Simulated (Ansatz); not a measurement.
# Kick test of a cell of Y

The cell was reached from a generator's guess, though it ends in a space group that the Crystallography Open Database lists for this formula.

Theory: DFT PBE, scalar-relativistic, plane waves, PAW (Ansatz). Cutoff 420 eV; k points 20×20×20 on the computed 1-atom cell (Γ-centred); Gaussian smearing, width 0.10 eV; no spin polarisation.

The cell below (1 atom, space group Fm-3m (No. 225)) is relaxed within its symmetry.

```cif
data_structure
_symmetry_space_group_name_H-M 'P 1'
_symmetry_Int_Tables_number 1
_cell_length_a 3.5799
_cell_length_b 3.5798
_cell_length_c 3.5794
_cell_angle_alpha 60.006
_cell_angle_beta 60.002
_cell_angle_gamma 59.992
_cell_volume 32.44
loop_
_atom_site_label
_atom_site_type_symbol
_atom_site_fract_x
_atom_site_fract_y
_atom_site_fract_z
_atom_site_occupancy
Y1 Y 0.00000 0.00000 0.00000 1
```

For the test a repeat of it with 4 atoms (edges 3.58, 6.20, 6.20 Å) was strained at random (σ = 1.5 % a component), the atoms were moved at random (σ = 0.10 Å), and all was relaxed again on a coarse 6×4×4 mesh (in the run’s order of axes) with 0.20 eV smearing, with no symmetry imposed.

Q: What happens?

A: It returns, within 1 meV/atom of the unmoved cell on that mesh and with the same symmetry when read at 0.1 Å (I4/mmm at 0.01 Å, so small strains and shifts remain). No instability shows in this cell; modes of other wave vectors, which need another repeat, aren't tested.
